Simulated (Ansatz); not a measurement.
Runs of Ansatz 0.2.0 on AlCu3. It takes space group Fm-3m (No. 225, cubic). The conventional cell has a = 5.776 Å, b = 5.776 Å, c = 5.776 Å, α = 90.00°, β = 90.00°, γ = 90.00°. Cu (site symmetry -43m) is surrounded by 4 Al at 2.50 Å and 4 Cu at 2.50 Å. Cu (site symmetry m-3m) has 8 Cu at 2.50 Å as nearest neighbours. Around Al (site symmetry m-3m) lie 8 Cu at 2.50 Å. The cell comes from a database or a generator and needn't be the stable form of this composition.

```csv
level,cutoff (eV),gap on the mesh (eV),pressure (GPa)
PBEsol,420,none,(a)
HSE06,420,none,5.0
r2SCAN,500,none,0.5
PBE0,420,none,(b)
r2SCAN0,500,none,1.2
LDA,420,none,-5.9
```

Alike in all rows: task projected density of states; potentials or basis Ansatz PAW; no spin polarisation; cell as given; k mesh 5 × 5 × 5; smearing fermi-dirac 0.05 eV; the mesh is coarse, so values aren't converged.

Question: Estimate the missing entries.

Answer: (a) -0.5; (b) 4.6.

Caveats: all runs use coarse meshes; the PAW data sets come from PBE, with cores solved anew for the run's functional, which leaves a small shift of forces and pressure; the thresholds are loose for stress (some runs).

A gap of «none» marks a metal or a gap under the smearing width.
